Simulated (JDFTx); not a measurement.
Runs of JDFTx 1.7.0 (patched build) on Rb. It takes space group Im-3m (No. 229, cubic). Conventional cell: a = 5.605 Å, b = 5.605 Å, c = 5.605 Å, α = 90.00°, β = 90.00°, γ = 90.00°. 

| task | potentials or basis | SCF threshold on the energy | further solve for the empty bands | local potential set to -Z/r beyond | pseudo rcut | gap on the mesh (eV) | pressure (GPa) | V0 of scaled cells (Å³/atom) | B0 (GPa) |
| --- | --- | --- | --- | --- | --- | --- | --- | --- | --- |
| single point | PseudoDojo-SR-PBE-0.5-standard | 1e-08 Ha | yes | - | - | none | 0.1 | - | - |
| equation of state | PseudoDojo-SR-PBE-0.5-standard | 1e-08 Ha | - | - | - | - | - | (a) | 3 |
| single point | PseudoDojo-SR-PBE-0.5-standard with smoothed tails | 1e-09 Ha | yes | 6 bohr | 6 | none | 0.1 | - | - |
| equation of state | PseudoDojo-SR-PBE-0.5-standard with smoothed tails | 1e-09 Ha | - | 6 bohr | 6 | - | - | 90.87 | 3 |

Alike in all rows: level PBE; no spin polarisation; cell as given; k mesh 7 × 7 × 7; cutoff (eV) 626; smearing fermi-dirac 0.05 eV.

Question: Fill in the values left out.

Answer: (a) 90.90.

Caveats: the empty levels aren't tightly converged (some runs).

A k mesh can miss the band edges, and the runs leave out spin-orbit coupling on Rb.

A gap of «none» marks a metal or a gap under the smearing width.

Not every run made on this cell is shown here.
